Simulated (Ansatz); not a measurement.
# W: strain energy, fitted

W, Im-3m, a = 3.184 Å. Ansatz: PBE, PAW, 420 eV, Γ-centred 16×16×16 mesh on 2 atoms, Gaussian smearing 0.10 eV; no spin polarisation. Series: uniaxial strain along a, with b, c and atoms relaxed; x is the strain in per cent. y is the free energy over the unstrained cell, V0 = 16.133 Å³/atom.

| x (%) | y (meV/atom) |
| --- | --- |
| -3.0 | ? |
| -2.0 | 7.69 |
| -1.0 | 1.84 |
| 0.0 | 0.00 |
| 1.0 | 1.74 |
| 2.0 | 6.98 |
| 3.0 | 15.73 |

Question: Fit y = c2 x² + c3 x³ to the other rows, turn c2 into a modulus, and predict the missing energy.

Answer: Least squares on the rows shown. y = 1.8444 x² − 0.034068 x³. In eV per unit strain² c2 is 18.44; this is Young's modulus along the axis (E = ½ Y V0 ε²): 2 × 18.44 × 160.2 / (16.133) = 366 GPa. At x = -3.0 the fit asked for gives 17.52 meV/atom. The run gave 18.24 meV/atom, so the fit is 0.72 meV/atom too low, 3.9 % of the span of the series, against an rms of 0.07 meV/atom on the fitted rows. The row lies outside the fitted range. With a term in x⁴ added, a fit to the same known rows predicts 18.15 meV/atom, so most of the miss is curvature that the known rows already hold.

Spin–orbit coupling is left out, which can shift energies with elements as heavy as these.